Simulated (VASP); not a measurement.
# SnTe (F-43m) in VASP: settings compared, part 2 of 2

VASP 6.6.1. The steps go on from the part before.

## 4. Band structure, HSE06

The input, POSCAR:

```
SnTe
1.0
    0.0000000000      3.6111460000      3.6111460000
    3.6111460000      0.0000000000      3.6111460000
    3.6111460000      3.6111460000      0.0000000000
Te Sn
1 1
Direct
    0.2500000000      0.2500000000      0.2500000000
    0.0000000000      0.0000000000      0.0000000000
```

The input, INCAR.step1:

```
PREC     = Accurate       # precision mode
ENCUT    = 520            # plane-wave cutoff, eV
EDIFF    = 1E-5           # SCF threshold, eV
ISMEAR   = 0              # smearing method
SIGMA    = 0.02           # smearing width, eV
LREAL    = F              # projectors in reciprocal space
LASPH    = T              # aspherical terms in the spheres
NELM     = 80             # most SCF steps
ALGO     = Normal         # electronic algorithm
ISIF     = 2              # what is computed and relaxed
LWAVE    = T              # write WAVECAR
LCHARG   = F              # write CHGCAR
GGA      = PE             # functional
KPAR     = 4
```

The input, INCAR.step2:

```
PREC     = Accurate       # precision mode
ENCUT    = 520            # plane-wave cutoff, eV
EDIFF    = 1E-6           # SCF threshold, eV
ISMEAR   = 0              # smearing method
SIGMA    = 0.02           # smearing width, eV
LREAL    = F              # projectors in reciprocal space
LASPH    = T              # aspherical terms in the spheres
NELM     = 80             # most SCF steps
ALGO     = Normal         # electronic algorithm
ISIF     = 2              # what is computed and relaxed
LWAVE    = F              # write WAVECAR
LCHARG   = F              # write CHGCAR
GGA      = PE             # functional
LHFCALC  = T              # exact exchange
HFSCREEN = 0.2            # screening, 1/A
PRECFOCK = Fast         
ISTART   = 1            
KPAR     = 4
```

The input, KPOINTS:

```
regular mesh
0
Gamma
  4 4 4
```

The input, KPOINTS_OPT:

```
path GXWKGLUWLK,UX
12
line-mode
reciprocal
 0.0000000000  0.0000000000  0.0000000000  G
 0.5000000000  0.0000000000  0.5000000000  X

 0.5000000000  0.0000000000  0.5000000000  X
 0.5000000000  0.2500000000  0.7500000000  W

 0.5000000000  0.2500000000  0.7500000000  W
 0.3750000000  0.3750000000  0.7500000000  K

 0.3750000000  0.3750000000  0.7500000000  K
 0.0000000000  0.0000000000  0.0000000000  G

 0.0000000000  0.0000000000  0.0000000000  G
 0.5000000000  0.5000000000  0.5000000000  L

 0.5000000000  0.5000000000  0.5000000000  L
 0.6250000000  0.2500000000  0.6250000000  U

 0.6250000000  0.2500000000  0.6250000000  U
 0.5000000000  0.2500000000  0.7500000000  W

 0.5000000000  0.2500000000  0.7500000000  W
 0.5000000000  0.5000000000  0.5000000000  L

 0.5000000000  0.5000000000  0.5000000000  L
 0.3750000000  0.3750000000  0.7500000000  K

 0.6250000000  0.2500000000  0.6250000000  U
 0.5000000000  0.0000000000  0.5000000000  X
```

Potentials or basis: VASP PAW PBE potentials, release 64 (Te, Sn_d).

On the command line:

```
cat potpaw_PBE.64/Te/POTCAR potpaw_PBE.64/Sn_d/POTCAR > POTCAR
cp INCAR.step1 INCAR
mpirun -np 4 vasp_std > vasp.out
cp INCAR.step2 INCAR
mpirun -np 4 vasp_std > vasp.out
```

OUTCAR:

```text
PREC = Accurate
   ENCUT = 520
   EDIFF = 1E-6
   ISMEAR = 0
   LREAL = F
   LASPH = T
   NELM = 80
   ISIF = 2
   GGA = PE
   LHFCALC = T
   HFSCREEN = 0.2
   PRECFOCK = Fast
   ISTART = 1

 ion  position               nearest neighbor table
   1  0.250  0.250  0.250-   2 3.13   2 3.13   2 3.13   2 3.13
   2  0.000  0.000  0.000-   1 3.13   1 3.13   1 3.13   1 3.13

  LATTYP: Found a face centered cubic cell.
 ALAT       =     7.2222920000

  Lattice vectors:

 A1 = (   0.0000000000,   3.6111460000,   3.6111460000)
 A2 = (   3.6111460000,   0.0000000000,   3.6111460000)
 A3 = (   3.6111460000,   3.6111460000,   0.0000000000)

Analysis of symmetry for initial positions (statically):
=====================================================================
 Subroutine PRICEL returns:
 Original cell was already a primitive cell.

 Routine SETGRP: Setting up the symmetry group for a
 face centered cubic supercell.

 Subroutine GETGRP returns: Found 24 space group operations
 (whereof 24 operations were pure point group operations)
 out of a pool of 48 trial point group operations.

The static configuration has the point symmetry T_d .

Analysis of symmetry for dynamics (positions and initial velocities):
=====================================================================
 Subroutine PRICEL returns:
 Original cell was already a primitive cell.

 Routine SETGRP: Setting up the symmetry group for a
 face centered cubic supercell.

 Subroutine GETGRP returns: Found 24 space group operations
 (whereof 24 operations were pure point group operations)
 out of a pool of 48 trial point group operations.

The dynamic configuration has the point symmetry T_d .

 Subroutine INISYM returns: Found 24 space group operations
 (whereof 24 operations are pure point group operations),
 and found     1 'primitive' translations

----------------------------------------------------------------------------------------

                                     Primitive cell

  volume of cell :      94.1814

  direct lattice vectors                    reciprocal lattice vectors
     0.000000000  3.611146000  3.611146000    -0.138460201  0.138460201  0.138460201
     3.611146000  0.000000000  3.611146000     0.138460201 -0.138460201  0.138460201
     3.611146000  3.611146000  0.000000000     0.138460201  0.138460201 -0.138460201

  length of vectors
     5.106931649  5.106931649  5.106931649     0.239820102  0.239820102  0.239820102

  position of ions in fractional coordinates (direct lattice)
     0.250000000  0.250000000  0.250000000
     0.000000000  0.000000000  0.000000000

  ion indices of the primitive-cell ions
   primitive index   ion index
                 1           1
                 2           2

----------------------------------------------------------------------------------------

 KPOINTS: regular mesh

Automatic generation of k-mesh.
 Grid dimensions read from file:
 generate k-points for:    4    4    4

 Generating k-lattice:

  Cartesian coordinates                     Fractional coordinates (reciprocal lattice)
[... 33 lines left out ...]
 SYSTEM =  unknown system
   PREC   = accura    normal or accurate (medium, high low for compatibility)
   ISTART =      1    job   : 0-new  1-cont  2-samecut
   ICHARG =      0    charge: 1-file 2-atom 10-const
   ISPIN  =      1    spin polarized calculation?
   LNONCOLLINEAR =      F non collinear calculations
   LSORBIT =      F    spin-orbit coupling
   LASPH  =      T    aspherical Exc in radial PAW
   ENCUT  =  520.0 eV  38.22 Ry    6.18 a.u.   9.50  9.50  9.50*2*pi/ulx,y,z
   NELM   =     80;   NELMIN=  2; NELMDL=  0     # of ELM steps
   EDIFF  = 0.1E-05   stopping-criterion for ELM
   LREAL  =      F    real-space projection
   EDIFFG = 0.1E-04   stopping-criterion for IOM
   NSW    =      0    number of steps for IOM
   IBRION =     -1    ionic relax: 0-MD 1-quasi-New 2-CG
   NFREE  =      0    steps in history (QN), initial steepest desc. (CG)
   ISIF   =      2    stress and relaxation
   ISYM   =      3    0-nonsym 1-usesym 2-fastsym
   POTIM  = 0.5000    time-step for ionic-motion
   TEBEG  =    0.0;   TEEND  =   0.0 temperature during run
   PSTRESS=    0.0 pullay stress
   NELECT =      20.0000    total number of electrons
   NUPDOWN=      -1.0000    fix difference up-down
   EMIN   =  10.00;   EMAX   =-10.00  energy-range for DOS
   EFERMI =   0.00;   METHOD = LEGACY
   ISMEAR =     0;   SIGMA  =   0.02  broadening in eV -4-tet -1-fermi 0-gaus
   EFERMI_NEDOS =   21; number of points for ismear=-14 and -15
   IALGO  =     38    algorithm
   IMIX   =      1    mixing-type and parameters
     AMIX     =   0.40;   BMIX     =  1.00
     AMIX_MAG =   1.60;   BMIX_MAG =  1.00
  volume/ion in A,a.u.               =      47.09       317.78
  Fermi-wavevector in a.u.,A,eV,Ry     =   0.976704  1.845704 12.979296  0.953951
  Thomas-Fermi vector in A             =   2.107344
   LORBIT       =      0    0 simple, 1 ext, 2 COOP (PROOUT), +10 PAW based schemes
   GGA     = PE    functional components
   LHFCALC =     T    Hartree Fock is set to
   PRECFOCK=fast      Normal, Fast or Accurate (Low or Medium for compatibility)
   ENCUT4O =  -1.0   cutoff for four orbital integrals eV
   NKREDX  =     1    reduce k-point grid by
   NKREDY  =     1    reduce k-point grid by
   NKREDZ  =     1    reduce k-point grid by
   AEXX    =    0.2500 exact exchange contribution
   HFSCREEN=    0.2000 screening length (either q_TF or 0.3 A-1)
   HFSCREENC=   0.2000 screening length for correlation (either q_TF or 0.3 A-1)
   ENCUTFOCK=  -1.0 apply spherical cutoff to Coloumb kernel
   IVDW    =     0    specifies the selected vdW correction
   LEPSILON=     F    determine dielectric tensor
   LRPA    =     F    only Hartree local field effects (RPA)
 non-spin polarized calculation
 Gauss-broadening in eV      SIGMA  =   0.02
  energy-cutoff  :      520.00
  volume of cell :       94.18
 maximum number of plane-waves:      2637
 NGX is ok and might be reduce to    40
  NGX = 24; NGY = 24; NGZ = 24

 number of electron      19.9999999 magnetization

 Free energy of the ion-electron system (eV)
  ---------------------------------------------------
  ext. energy  EPLUGINS =         0.00000000
  ---------------------------------------------------
  free energy    TOTEN  =        -8.46959861 eV

  energy without entropy =       -8.46959861  energy(sigma->0) =       -8.46959861

 E-fermi :   3.1043     XC(G=0):  -6.2757

 val. band max:        3.0103257797   @ k =  -0.2500   0.5000   0.2500
 cond. band min:       3.3905144956   @ k =   0.5000   0.5000   0.0000
 fundamental gap:      0.3801887160
 Fermi energy:         3.1042834861

 k-point     1 :       0.0000    0.0000    0.0000
  band No.  band energies     occupation
      1     -21.1641      2.00000
      2     -21.1641      2.00000
      3     -21.1641      2.00000
      4     -21.1529      2.00000
      5     -21.1529      2.00000
      6      -9.7852      2.00000
      7      -2.6377      2.00000
      8       0.7306      2.00000
      9       0.7306      2.00000
     10       0.7306      2.00000
     11       4.3683      0.00000
     12       4.3683      0.00000
     13       4.3683      0.00000
     14       7.5130      0.00000
[... 105 lines left out ...]
      1     -21.1659      2.00000
      2     -21.1618      2.00000
      3     -21.1607      2.00000
      4     -21.1534      2.00000
      5     -21.1525      2.00000
      6      -8.9075      2.00000
      7      -5.1709      2.00000
      8      -0.8702      2.00000
      9      -0.7473      2.00000
     10       3.0103      2.00000
     11       4.7380      0.00000
     12       5.6491      0.00000
     13       6.6064      0.00000
     14       8.8931      0.00000

------------------------ aborting loop because EDIFF is reached ----------------------------------------

  FORCE on cell =-STRESS in cart. coord.  units (eV):
  Direction    XX          YY          ZZ          XY          YZ          ZX
  --------------------------------------------------------------------------------------
  -------------------------------------------------------------------------------------
  Total       -0.4199983     -0.4199983     -0.4199983      0.0000000      0.0000000      0.0000000
  in kB       -7.1448479     -7.1448479     -7.1448479      0.0000000      0.0000000      0.0000000
  external PRESSURE =      -7.1448479 kB  Pullay stress =       0.0000000 kB

 VOLUME and BASIS-vectors are now :
 -----------------------------------------------------------------------------
  energy-cutoff  :      520.00
  volume of cell :       94.18
      direct lattice vectors                 reciprocal lattice vectors
     0.000000000  3.611146000  3.611146000    -0.138460201  0.138460201  0.138460201
     3.611146000  0.000000000  3.611146000     0.138460201 -0.138460201  0.138460201
     3.611146000  3.611146000  0.000000000     0.138460201  0.138460201 -0.138460201

 POSITION                                       TOTAL-FORCE (eV/Angst)
 -----------------------------------------------------------------------------------
      1.80557      1.80557      1.80557        -0.000000      0.000000      0.000000
      0.00000      0.00000      0.00000         0.000000     -0.000000     -0.000000
 -----------------------------------------------------------------------------------
    total drift:                               -0.000007     -0.000018     -0.000004

  FREE ENERGIE OF THE ION-ELECTRON SYSTEM (eV)
  ---------------------------------------------------
  free  energy   TOTEN  =        -8.4695986071 eV

  energy  without entropy=       -8.4695986071  energy(sigma->0) =       -8.46959861
```

Run time: 8.9 min. Hardware: 4 MPI ranks of Intel Xeon Platinum 8559C (Emerald Rapids), shared host; peak memory 0.4 GiB.

Results:

- Free energy: -8.4696 eV
- Pressure: -0.7 GPa
- Band gap on the k mesh: 0.38 eV, indirect (least direct gap 1.16 eV)
- Band gap along the path: 0.38 eV, indirect (least direct gap 1.16 eV)

Levels at the corners of the path, in eV from the valence-band top:
| point | band 6 | band 7 | band 8 | band 9 | band 10 | band 11 | band 12 | band 13 | band 14 |
| --- | --- | --- | --- | --- | --- | --- | --- | --- | --- |
| Γ | -12.80 | -5.65 | -2.28 | -2.28 | -2.28 | 1.36 | 1.36 | 1.36 | 4.50 |
| X | -11.92 | -8.21 | -3.58 | -3.58 | -0.78 | 0.38 | 4.51 | 4.51 | 5.93 |
| X | -11.92 | -8.21 | -3.58 | -3.58 | -0.78 | 0.38 | 4.51 | 4.51 | 5.93 |
| W | -11.92 | -8.18 | -3.88 | -3.76 | 0.00 | 1.73 | 2.64 | 3.60 | 5.88 |
| W | -11.92 | -8.18 | -3.88 | -3.76 | 0.00 | 1.73 | 2.64 | 3.60 | 5.88 |
| K | -11.94 | -8.15 | -4.01 | -3.37 | -0.54 | 1.47 | 3.56 | 3.73 | 5.20 |
| K | -11.94 | -8.15 | -4.01 | -3.37 | -0.54 | 1.47 | 3.56 | 3.73 | 5.20 |
| Γ | -12.80 | -5.65 | -2.28 | -2.28 | -2.28 | 1.36 | 1.36 | 1.36 | 4.50 |
| Γ | -12.80 | -5.65 | -2.28 | -2.28 | -2.28 | 1.36 | 1.36 | 1.36 | 4.50 |
| L | -12.18 | -7.79 | -2.86 | -2.86 | -2.25 | 2.22 | 2.22 | 3.93 | 6.10 |
| L | -12.18 | -7.79 | -2.86 | -2.86 | -2.25 | 2.22 | 2.22 | 3.93 | 6.10 |
| U | -11.94 | -8.15 | -4.01 | -3.37 | -0.54 | 1.47 | 3.56 | 3.73 | 5.20 |
| U | -11.94 | -8.15 | -4.01 | -3.37 | -0.54 | 1.47 | 3.56 | 3.73 | 5.20 |
| W | -11.92 | -8.18 | -3.88 | -3.76 | 0.00 | 1.73 | 2.64 | 3.60 | 5.88 |
| W | -11.92 | -8.18 | -3.88 | -3.76 | 0.00 | 1.73 | 2.64 | 3.60 | 5.88 |
| L | -12.18 | -7.79 | -2.86 | -2.86 | -2.25 | 2.22 | 2.22 | 3.93 | 6.10 |
| L | -12.18 | -7.79 | -2.86 | -2.86 | -2.25 | 2.22 | 2.22 | 3.93 | 6.10 |
| K | -11.94 | -8.15 | -4.01 | -3.37 | -0.54 | 1.47 | 3.56 | 3.73 | 5.20 |
| U | -11.94 | -8.15 | -4.01 | -3.37 | -0.54 | 1.47 | 3.56 | 3.73 | 5.20 |
| X | -11.92 | -8.21 | -3.58 | -3.58 | -0.78 | 0.38 | 4.51 | 4.51 | 5.93 |

Caveat: the PAW data sets were made with another functional, which shifts forces and pressure a little; spin-orbit coupling is left out, which moves the levels of the heavy elements.
